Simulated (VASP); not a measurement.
# BaO (Fm-3m) in VASP: band structure with PBE+D3(BJ)

Aim: the band structure of BaO with PBE+D3(BJ).

Everything below comes from runs of VASP 6.6.1. Logs are shortened: lines on timing, memory, paths and dates and some standing lists are left out, and cuts for length are marked.

## 1. Starting point

It takes space group Fm-3m (No. 225, cubic). Conventional cell: a = 5.569 Å, b = 5.569 Å, c = 5.569 Å, α = 90.00°, β = 90.00°, γ = 90.00°. Ba (site symmetry m-3m) has 6 O at 2.78 Å as nearest neighbours. O (site symmetry m-3m) has 6 Ba at 2.78 Å as nearest neighbours.

The cell was built by a generator and needn't be a form met in nature.

## 2. Band structure, PBE+D3(BJ)

INCAR

```
PREC = Accurate
ENCUT = 520
EDIFF = 1E-6
ISMEAR = 0
SIGMA = 0.02
LREAL = False
LASPH = True
NELM = 80
ALGO = Normal
ISIF = 2
LWAVE = False
LCHARG = False
GGA = PE
IVDW = 12
NBANDS = 15
```

KPOINTS

```
regular mesh
0
Gamma
  8 8 8
```

POSCAR

```
BaO                                     
1.0
   -0.0000000000      2.7845761068      2.7845761068
    2.7845761068      0.0000000000      2.7845761068
    2.7845761068      2.7845761068      0.0000000000
  Ba              O             
     1     1
Direct
     0.0000000000000000    0.0000000000000000    0.0000000000000000
     0.5000000000000000    0.5000000000000000    0.5000000000000000
```

KPOINTS_OPT

```
path GXWKGLUWLK,UX
15
line-mode
reciprocal
 0.0000000000  0.0000000000  0.0000000000  G
 0.5000000000  0.0000000000  0.5000000000  X

 0.5000000000  0.0000000000  0.5000000000  X
 0.5000000000  0.2500000000  0.7500000000  W

 0.5000000000  0.2500000000  0.7500000000  W
 0.3750000000  0.3750000000  0.7500000000  K

 0.3750000000  0.3750000000  0.7500000000  K
 0.0000000000  0.0000000000  0.0000000000  G

 0.0000000000  0.0000000000  0.0000000000  G
 0.5000000000  0.5000000000  0.5000000000  L

 0.5000000000  0.5000000000  0.5000000000  L
 0.6250000000  0.2500000000  0.6250000000  U

 0.6250000000  0.2500000000  0.6250000000  U
 0.5000000000  0.2500000000  0.7500000000  W

 0.5000000000  0.2500000000  0.7500000000  W
 0.5000000000  0.5000000000  0.5000000000  L

 0.5000000000  0.5000000000  0.5000000000  L
 0.3750000000  0.3750000000  0.7500000000  K

 0.6250000000  0.2500000000  0.6250000000  U
 0.5000000000  0.0000000000  0.5000000000  X
```

Potentials or basis: VASP PAW PBE potentials, release 64 (Ba_sv, O).

Command:

```sh
$ cat potpaw_PBE.64/Ba_sv/POTCAR potpaw_PBE.64/O/POTCAR > POTCAR
$ mpirun -np 1 vasp_std > vasp.out
```

OUTCAR:

```text
PREC = Accurate
   ENCUT = 520
   EDIFF = 1E-6
   ISMEAR = 0
   LREAL = False
   LASPH = True
   NELM = 80
   ISIF = 2
   GGA = PE
   IVDW = 12
 IVDW          = 12

 ion  position               nearest neighbor table
   1  0.000  0.000  0.000-   2 2.78   2 2.78   2 2.78   2 2.78   2 2.78   2 2.78
   2  0.500  0.500  0.500-   1 2.78   1 2.78   1 2.78   1 2.78   1 2.78   1 2.78

  LATTYP: Found a face centered cubic cell.
 ALAT       =     5.5691522136

  Lattice vectors:

 A1 = (   0.0000000000,   2.7845761068,   2.7845761068)
 A2 = (   2.7845761068,   0.0000000000,   2.7845761068)
 A3 = (   2.7845761068,   2.7845761068,   0.0000000000)

Analysis of symmetry for initial positions (statically):
=====================================================================
 Subroutine PRICEL returns:
 Original cell was already a primitive cell.

 Routine SETGRP: Setting up the symmetry group for a
 face centered cubic supercell.

 Subroutine GETGRP returns: Found 48 space group operations
 (whereof 48 operations were pure point group operations)
 out of a pool of 48 trial point group operations.

The static configuration has the point symmetry O_h .

Analysis of symmetry for dynamics (positions and initial velocities):
=====================================================================
 Subroutine PRICEL returns:
 Original cell was already a primitive cell.

 Routine SETGRP: Setting up the symmetry group for a
 face centered cubic supercell.

 Subroutine GETGRP returns: Found 48 space group operations
 (whereof 48 operations were pure point group operations)
 out of a pool of 48 trial point group operations.

The dynamic configuration has the point symmetry O_h .

 Subroutine INISYM returns: Found 48 space group operations
 (whereof 48 operations are pure point group operations),
 and found     1 'primitive' translations

----------------------------------------------------------------------------------------

                                     Primitive cell

  volume of cell :      43.1824

  direct lattice vectors                    reciprocal lattice vectors
     0.000000000  2.784576107  2.784576107    -0.179560544  0.179560544  0.179560544
     2.784576107  0.000000000  2.784576107     0.179560544 -0.179560544  0.179560544
     2.784576107  2.784576107  0.000000000     0.179560544  0.179560544 -0.179560544

  length of vectors
     3.937985296  3.937985296  3.937985296     0.311007985  0.311007985  0.311007985

  position of ions in fractional coordinates (direct lattice)
     0.000000000  0.000000000  0.000000000
     0.500000000  0.500000000  0.500000000

  ion indices of the primitive-cell ions
   primitive index   ion index
                 1           1
                 2           2

----------------------------------------------------------------------------------------

 KPOINTS: regular mesh

Automatic generation of k-mesh.
 Grid dimensions read from file:
 generate k-points for:    8    8    8

 Generating k-lattice:

  Cartesian coordinates                     Fractional coordinates (reciprocal lattice)
    -0.022445068  0.022445068  0.022445068     0.125000000  0.000000000  0.000000000
     0.022445068 -0.022445068  0.022445068     0.000000000  0.125000000  0.000000000
     0.022445068  0.022445068 -0.022445068     0.000000000  0.000000000  0.125000000

  Length of vectors
     0.038875998  0.038875998  0.038875998

  Shift w.r.t. Gamma in fractional coordinates (k-lattice)
     0.000000000  0.000000000  0.000000000

 Subroutine IBZKPT returns following result:
 ===========================================

 Found     29 irreducible k-points:

 Following reciprocal coordinates:
            Coordinates               Weight
  0.000000  0.000000  0.000000      1.000000
  0.125000  0.000000  0.000000      8.000000
  0.250000  0.000000  0.000000      8.000000
  0.375000  0.000000  0.000000      8.000000
  0.500000  0.000000  0.000000      4.000000
  0.125000  0.125000  0.000000      6.000000
[... 16 lines left out ...]
  0.500000  0.250000  0.125000     48.000000
 -0.375000  0.250000  0.125000     24.000000
 [... further k-points ...]
   k-points           NKPTS =     29   k-points in BZ     NKDIM =     29   number of bands    NBANDS=     15
   number of dos      NEDOS =    301   number of ions     NIONS =      2
   total plane-waves  NPLWV =  27000
   dimension x,y,z NGX =    30 NGY =   30 NGZ =   30
   dimension x,y,z NGXF=    60 NGYF=   60 NGZF=   60
   ions per type =               1   1
   NGX,Y,Z   is equivalent  to a cutoff of  12.66, 12.66, 12.66 a.u.
   NGXF,Y,Z  is equivalent  to a cutoff of  25.33, 25.33, 25.33 a.u.
 SYSTEM =  unknown system
   PREC   = accura    normal or accurate (medium, high low for compatibility)
   ISTART =      0    job   : 0-new  1-cont  2-samecut
   ICHARG =      2    charge: 1-file 2-atom 10-const
   ISPIN  =      1    spin polarized calculation?
   LNONCOLLINEAR =      F non collinear calculations
   LSORBIT =      F    spin-orbit coupling
   LASPH  =      T    aspherical Exc in radial PAW
   ENCUT  =  520.0 eV  38.22 Ry    6.18 a.u.   7.32  7.32  7.32*2*pi/ulx,y,z
   NELM   =     80;   NELMIN=  2; NELMDL= -5     # of ELM steps
   EDIFF  = 0.1E-05   stopping-criterion for ELM
   LREAL  =      F    real-space projection
   EDIFFG = 0.1E-04   stopping-criterion for IOM
   NSW    =      0    number of steps for IOM
   IBRION =     -1    ionic relax: 0-MD 1-quasi-New 2-CG
   NFREE  =      0    steps in history (QN), initial steepest desc. (CG)
   ISIF   =      2    stress and relaxation
   ISYM   =      2    0-nonsym 1-usesym 2-fastsym
   POTIM  = 0.5000    time-step for ionic-motion
   TEBEG  =    0.0;   TEEND  =   0.0 temperature during run
   PSTRESS=    0.0 pullay stress
   NELECT =      16.0000    total number of electrons
   NUPDOWN=      -1.0000    fix difference up-down
   EMIN   =  10.00;   EMAX   =-10.00  energy-range for DOS
   EFERMI =   0.00;   METHOD = LEGACY
   ISMEAR =     0;   SIGMA  =   0.02  broadening in eV -4-tet -1-fermi 0-gaus
   EFERMI_NEDOS =   21; number of points for ismear=-14 and -15
   IALGO  =     38    algorithm
   IMIX   =      4    mixing-type and parameters
     AMIX     =   0.40;   BMIX     =  1.00
     AMIX_MAG =   1.60;   BMIX_MAG =  1.00
  volume/ion in A,a.u.               =      21.59       145.70
  Fermi-wavevector in a.u.,A,eV,Ry     =   1.175833  2.222003 18.811195  1.382584
  Thomas-Fermi vector in A             =   2.312207
   LORBIT       =      0    0 simple, 1 ext, 2 COOP (PROOUT), +10 PAW based schemes
   GGA     = PE    functional components
   LHFCALC =     F    Hartree Fock is set to
   AEXX    =    0.0000 exact exchange contribution
   IVDW    =    12    specifies the selected vdW correction
   LEPSILON=     F    determine dielectric tensor
   LRPA    =     F    only Hartree local field effects (RPA)
 non-spin polarized calculation
 Gauss-broadening in eV      SIGMA  =   0.02
  energy-cutoff  :      520.00
  volume of cell :       43.18
 maximum number of plane-waves:      1211
 NGX is ok and might be reduce to    30
   NGX = 15   NGY = 15   NGZ = 15

 number of electron      16.0000000 magnetization

 Free energy of the ion-electron system (eV)
  ---------------------------------------------------
  ext. energy  EPLUGINS =         0.00000000
  ---------------------------------------------------
  free energy    TOTEN  =       -11.80342264 eV

  energy without entropy =      -11.80342264  energy(sigma->0) =      -11.80342264

 E-fermi :   1.9197     XC(G=0):  -9.5450

 val. band max:        1.7636772121   @ k =   0.5000   0.5000   0.0000
 cond. band min:       3.7924355099   @ k =   0.5000   0.5000   0.0000
 fundamental gap:      2.0287582979
 Fermi energy:         1.9197119983

 k-point     1 :       0.0000    0.0000    0.0000
  band No.  band energies     occupation
      1     -24.1489      2.00000
      2     -13.2051      2.00000
      3      -8.6914      2.00000
      4      -8.6914      2.00000
      5      -8.6914      2.00000
      6       1.4634      2.00000
      7       1.4634      2.00000
      8       1.4634      2.00000
      9       5.2391      0.00000
     10       6.4553      0.00000
     11       6.4553      0.00000
     12       6.4553      0.00000
     13       8.6804      0.00000
     14       8.6804      0.00000
     15      11.7253      0.00000

 k-point     2 :       0.1250    0.0000    0.0000
  band No.  band energies     occupation
      1     -24.1151      2.00000
      2     -13.3051      2.00000
      3      -8.7265      2.00000
      4      -8.7091      2.00000
      5      -8.7091      2.00000
      6       1.1309      2.00000
      7       1.2695      2.00000
      8       1.2695      2.00000
      9       5.8693      0.00000
     10       6.3396      0.00000
     11       6.7393      0.00000
     12       6.7393      0.00000
     13       9.0677      0.00000
     14       9.0677      0.00000
     15      12.6624      0.00000

 k-point     3 :       0.2500    0.0000    0.0000
  band No.  band energies     occupation
      1     -24.0319      2.00000
      2     -13.5475      2.00000
      3      -8.8054      2.00000
      4      -8.7509      2.00000
      5      -8.7509      2.00000
      6       0.5117      2.00000
      7       0.8554      2.00000
      8       0.8554      2.00000
      9       6.2285      0.00000
     10       7.4538      0.00000
     11       7.5064      0.00000
     12       7.5064      0.00000
     13      10.0306      0.00000
     14      10.0306      0.00000
     15      14.6804      0.00000

 k-point     4 :       0.3750    0.0000    0.0000
  band No.  band energies     occupation
      1     -23.9459      2.00000
      2     -13.7906      2.00000
      3      -8.8765      2.00000
      4      -8.7914      2.00000
      5      -8.7914      2.00000
      6       0.0159      2.00000
      7       0.4967      2.00000
      8       0.4967      2.00000
      9       6.4888      0.00000
     10       8.4294      0.00000
     11       8.4294      0.00000
     12       9.0844      0.00000
     13      11.2506      0.00000
     14      11.2506      0.00000
     15      15.4863      0.00000
[... 307 lines left out ...]
 k-point    22 :       0.3750    0.2500    0.1250
  band No.  band energies     occupation
      1     -23.9719      2.00000
      2     -13.5812      2.00000
      3      -9.0912      2.00000
      4      -8.9250      2.00000
      5      -8.8272      2.00000
      6       0.3783      2.00000
      7       0.8299      2.00000
      8       1.4026      2.00000
      9       5.4170      0.00000
     10       7.3874      0.00000
     11       8.3674      0.00000
     12       8.6882      0.00000
     13      10.2903      0.00000
     14      10.9927      0.00000
     15      16.1150      0.00000

 k-point    23 :       0.5000    0.2500    0.1250
  band No.  band energies     occupation
      1     -23.9040      2.00000
      2     -13.6871      2.00000
      3      -9.2654      2.00000
      4      -9.1439      2.00000
      5      -8.8078      2.00000
      6       0.3852      2.00000
      7       0.6430      2.00000
      8       1.2412      2.00000
      9       5.9082      0.00000
     10       7.7081      0.00000
     11       9.0549      0.00000
     12       9.2096      0.00000
     13      11.1740      0.00000
     14      12.6045      0.00000
     15      14.4355      0.00000

 k-point    24 :      -0.3750    0.2500    0.1250
  band No.  band energies     occupation
      1     -23.8754      2.00000
      2     -13.7318      2.00000
      3      -9.2853      2.00000
      4      -9.2828      2.00000
      5      -8.8002      2.00000
      6       0.2907      2.00000
      7       0.8757      2.00000
      8       0.9443      2.00000
      9       6.6042      0.00000
     10       7.2048      0.00000
     11       9.5183      0.00000
     12       9.5637      0.00000
     13      11.7205      0.00000
     14      13.4076      0.00000
     15      13.7571      0.00000

 [... further k-points ...]

------------------------ aborting loop because EDIFF is reached ----------------------------------------

 Edisp (eV)   -0.44577

 E8    (eV) :    -0.2304

  FORCE on cell =-STRESS in cart. coord.  units (eV):
  Direction    XX          YY          ZZ          XY          YZ          ZX
  --------------------------------------------------------------------------------------
  -------------------------------------------------------------------------------------
  Total       0.01978     0.01978     0.01978    -0.00000    -0.00000    -0.00000
  in kB       0.73372     0.73372     0.73372    -0.00000    -0.00000    -0.00000
  external pressure =        0.73 kB  Pullay stress =        0.00 kB

 VOLUME and BASIS-vectors are now :
 -----------------------------------------------------------------------------
  energy-cutoff  :      520.00
  volume of cell :       43.18
      direct lattice vectors                 reciprocal lattice vectors
     0.000000000  2.784576107  2.784576107    -0.179560544  0.179560544  0.179560544
     2.784576107  0.000000000  2.784576107     0.179560544 -0.179560544  0.179560544
     2.784576107  2.784576107  0.000000000     0.179560544  0.179560544 -0.179560544

 POSITION                                       TOTAL-FORCE (eV/Angst)
 -----------------------------------------------------------------------------------
      0.00000      0.00000      0.00000         0.000000      0.000000      0.000000
      2.78458      2.78458      2.78458         0.000000     -0.000000     -0.000000
 -----------------------------------------------------------------------------------
    total drift:                                0.000000      0.000000      0.000000

  FREE ENERGIE OF THE ION-ELECTRON SYSTEM (eV)
  ---------------------------------------------------
  free  energy   TOTEN  =       -12.2491902395 eV

  energy  without entropy=      -12.2491902395  energy(sigma->0) =      -12.24919024
```

It took 61 s on 1 thread of Intel Xeon Platinum 8375C at 2.90GHz (Ice Lake), shared host; peak memory 0.2 GiB.

What came out:

```
Free energy                : -12.2492 eV
Pressure                   : 0.1 GPa
Band gap on the k mesh     : 2.03 eV, direct
Band gap along the path    : 2.03 eV, direct
Dispersion energy per atom : -0.223 eV
```

Levels at the corners of the path, in eV from the valence-band top:
```csv
point,band 4,band 5,band 6,band 7,band 8,band 9,band 10,band 11,band 12,band 13
Γ,-10.46,-10.46,-0.30,-0.30,-0.30,3.48,4.69,4.69,4.69,6.92
X,-11.01,-11.01,-0.13,-0.13,0.00,2.03,5.91,8.81,9.29,9.63
X,-11.01,-11.01,-0.13,-0.13,0.00,2.03,5.91,8.81,9.29,9.63
W,-11.46,-10.53,-1.26,-0.19,-0.19,4.61,4.61,6.77,9.65,9.66
W,-11.46,-10.53,-1.26,-0.19,-0.19,4.61,4.61,6.77,9.65,9.66
K,-10.89,-10.86,-0.89,-0.70,-0.14,3.44,6.52,6.91,8.54,9.41
K,-10.89,-10.86,-0.89,-0.70,-0.14,3.44,6.52,6.91,8.54,9.41
Γ,-10.46,-10.46,-0.30,-0.30,-0.30,3.48,4.69,4.69,4.69,6.92
Γ,-10.46,-10.46,-0.30,-0.30,-0.30,3.48,4.69,4.69,4.69,6.92
L,-10.57,-10.57,-1.93,-1.40,-1.40,4.91,7.11,7.11,8.10,10.37
L,-10.57,-10.57,-1.93,-1.40,-1.40,4.91,7.11,7.11,8.10,10.37
U,-10.89,-10.86,-0.89,-0.70,-0.14,3.44,6.52,6.91,8.54,9.41
U,-10.89,-10.86,-0.89,-0.70,-0.14,3.44,6.52,6.91,8.54,9.41
W,-11.46,-10.53,-1.26,-0.19,-0.19,4.61,4.61,6.77,9.65,9.66
W,-11.46,-10.53,-1.26,-0.19,-0.19,4.61,4.61,6.77,9.65,9.66
L,-10.57,-10.57,-1.93,-1.40,-1.40,4.91,7.11,7.11,8.10,10.37
L,-10.57,-10.57,-1.93,-1.40,-1.40,4.91,7.11,7.11,8.10,10.37
K,-10.89,-10.86,-0.89,-0.70,-0.14,3.44,6.52,6.91,8.54,9.41
U,-10.89,-10.86,-0.89,-0.70,-0.14,3.44,6.52,6.91,8.54,9.41
X,-11.01,-11.01,-0.13,-0.13,0.00,2.03,5.91,8.81,9.29,9.63
```

Caveat: spin-orbit coupling is left out, which moves the levels of the heavy elements. As with any semilocal functional, this PBE gap is likely too small.
